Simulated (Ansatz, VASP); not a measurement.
**MgO in VASP and in Ansatz**

```
CELL_PARAMETERS angstrom
0.00000 2.28201 2.28201
2.28201 0.00000 2.28201
2.28201 2.28201 0.00000
ATOMIC_POSITIONS crystal
Mg 0.00000 0.00000 0.00000
O 0.25000 0.25000 0.25000
```

Alike in both runs: task single point; functional r2SCAN; k mesh 6 × 6 × 6; occupations methfessel-paxton of order 1, width 0.2 eV; no spin polarisation.

```csv
,VASP,Ansatz
version,VASP 6.6.1,Ansatz 0.2.0
potentials or method,"VASP PAW PBE potentials, release 64 (Mg, O)",plane waves
plane-wave cutoff (eV),520,500
valence electrons in the cell,8,16
```

Ansatz gave:

| Quantity | Value |
| --- | --- |
| gap on the k mesh at the Fermi level (eV) | 4.34 |
| pressure (GPa) | 0.0 |

Question: What did VASP give for the same quantities?

Answer: gap on the k mesh at the Fermi level (eV): 4.32; pressure (GPa): -0.6.

The functional is the same, so the differences come from potentials, cutoffs and numerics. The two sets of potentials don't hold the same shells in valence.

Caveats: the PAW data sets were made with another functional, which shifts forces and pressure a little (VASP). r2SCAN opens gaps a little over a GGA but as a rule still falls short of measured ones.
